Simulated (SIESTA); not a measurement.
# Mg under changes of volume

One of the cells (22.547 Å³/atom); the others are scaled copies at fixed shape and fractional positions:

```
Mg
1.0
     3.17683    0.00000    0.00000
    -1.58841    2.75121    0.00000
     0.00000    0.00000   10.31886
Mg
4
Direct
  0.66667 0.33333 0.75000
  0.00000 0.00000 0.50000
  0.33333 0.66667 0.25000
  0.00000 0.00000 0.00000
```

- Program: SIESTA 5.4.2
- Functional: PBE
- Potentials or basis: PseudoDojo 0.4 standard (PBE files)
- Basis: DZP (energy shift 0.003 Ry; two zetas on semicore shells)
- Grid cutoff: 800 Ry
- Energy shift: 0.003 Ry
- k mesh: 10 × 10 × 3
- Occupations: fermi-dirac, width 0.05 eV
- Spin: no spin polarisation

```tsv
volume (Å³/atom)	energy over the lowest point (meV/atom)	pressure (GPa)
21.194	45.64	5.6
21.645	31.57	4.5
22.096	20.40	3.5
22.547	11.85	2.6
22.998	5.71	1.7
23.449	?	?
23.900	0.00	0.3
```

**Question.** What does the run at 23.449 Å³/atom give?

**Answer.** Energy over the lowest point 1.81 meV/atom; pressure 1.0 GPa.

Worked out: A Birch-Murnaghan fit of order 3 (a polynomial in V^(-2/3)) to the other rows has its minimum at 24.11 Å³/atom, just outside them, with B0 = V·E''(V) = 35 GPa and B' = 3.4 at fixed shape and positions, which overstates the stiffness. It gives 1.83 meV/atom at 23.449 Å³/atom, against the run's 1.81, and -dE/dV = 1.0 GPa, against 1.0.

Energies are extrapolated to zero smearing.

Caveats: the basis of atomic orbitals isn't converged, which shifts pressures, moduli and gaps.
